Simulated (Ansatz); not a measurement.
perovskite-structured BaZrO3, explained

**What was measured.** A cell as deposited of cubic BaZrO3 (space group Pm-3m), temperature not stated, from the Crystallography Open Database (2003), has a = 4.191 Å and 14.73 Å³/atom.

The computed numbers are results of r²SCAN, scalar-relativistic (no spin polarisation) in the plane-wave PAW code Ansatz at 500 eV, Γ-centred 6×6×6 mesh, 0.05 eV Gaussian smearing. The datasets are Ansatz's generated set soft_2.

The start was a prototype's sites filled with these elements; the Crystallography Open Database holds the compound in this structure. The ideal cubic cell shuts out tilts of the octahedra, which such structures often take.

The relaxed structure (symmetry read at 0.01 Å). Symmetry: Pm-3m, No. 221, cubic system. The conventional cell has a = 4.205 Å, b = 4.205 Å, c = 4.205 Å, α = 90.00°, β = 90.00°, γ = 90.00°. Ba (site symmetry m-3m) has 12 O at 2.97 Å as nearest neighbours. Zr (site symmetry m-3m) has 6 O at 2.10 Å as nearest neighbours. Around O (site symmetry 4/mmm) lie 2 Zr at 2.10 Å. (Shells end 15 % past the nearest neighbour.)

**Question.** Should it be a metal or an insulator?

**Answer.** Formal charges Ba²⁺, Zr⁴⁺, O²⁻ balance and leave closed shells on every ion, so a band insulator is expected, and the gap is 3.73 eV.

**Question.** What kind of gap is it?

**Answer.** It is indirect: 3.73 eV, against 3.96 eV for the smallest direct gap. Within 0.6 eV of the edges the projected states are 98 % O 2p at the top of the valence band and 96 % Zr 4d at the bottom of the conduction band. Crossing the gap moves an electron from the anion's filled p shell to the metal's empty orbitals, as in ionic insulators.

**Question.** What fixes the bond lengths?

**Answer.** Shannon's ionic radii give a check on the bond lengths: Ba²⁺ with 12 neighbours 1.61 Å + O²⁻ 1.40 Å = 3.01 Å against a computed mean of 2.97 Å; Zr⁴⁺ with 6 neighbours 0.72 Å + O²⁻ 1.40 Å = 2.12 Å against a computed mean of 2.10 Å. Sums and bonds agree within 3 %, so ion sizes set the bond lengths.

**Question.** How ionic is it?

**Answer.** Bader charges against formal ones: Ba +1.58 (+2), Zr +2.64 (+4), O −1.41 (−2). The cations give up 70 % of the formal charge; Bader charges stay under formal ones because the anions' density reaches into the cations' basins.

**Question.** How stiff is it, in energy terms?

**Answer.** B0·V0 = 163.2 GPa × 14.87 Å³ = 15.15 eV/atom sets the scale: near the minimum ΔE ≈ ½ B0 V0 x², with x = V/V0 − 1, and a pressure of 1.6 GPa squeezes the volume by about 1 %. At the ends of the curve: x = −4.0 % predicts 12.1 meV/atom and the run gives 13.0; x = +7.0 % predicts 37.1 meV/atom and the run gives 32.9. The lopsidedness is anharmonic: atoms resist being pushed together more than being pulled apart.

**Question.** Which Debye temperature follows from the elastic moduli?

**Answer.** K = 163 GPa and G = 100 GPa (Hill). With a density of 6.176 g/cm³ (mean mass 55.3 u, 14.87 Å³/atom), K = 163.3 and G = 100.5 GPa from the unrounded constants, v_l = √((K + 4G/3)/ρ) = 6940 m/s and v_t = √(G/ρ) = 4030 m/s. The mean [(1/v_l³ + 2/v_t³)/3]^(−1/3) is 4480 m/s, and θ_D = (ħ/k_B)(6π²/V)^(1/3) v_m ≈ 540 K, with V the volume an atom.

All results together:

| Property | Result |
| --- | --- |
| Volume | 14.87 Å³/atom |
| Band gap | 3.73 eV |
| Smallest direct gap | 3.96 eV |
| Bader charges | Ba 1.58; Zr 2.64; O -1.41 e |
| Formation energy from the elements (0 K, uncorrected) | -3.60 eV/atom |
| Bulk modulus (Birch–Murnaghan) | 163 GPa |
| Pressure derivative B0′ | 4.3 |
| Shear modulus (Hill) | 100 GPa |
| Young's modulus | 250 GPa |
| Poisson's ratio | 0.24 |
| Elastically stable | yes |

**Against experiment.** r²SCAN gives 4.205 Å and 14.87 Å³/atom, +1.0 % in volume (+0.3 % in length) from the database's cell. The static lattice lacks zero-point motion and thermal expansion, roughly 0.5 to 1.3 % in volume at 300 K (room temperature assumed) by Grüneisen's rule, γ·3k_BT/(B0·V0) with γ of 1 to 2.5, so this level's own overestimate is larger than the figure, nearer 1.5 to 2.3 %.

Semilocal functionals underestimate band gaps, commonly by a third or more. Spin–orbit coupling, which matters for such heavy elements, is left out.
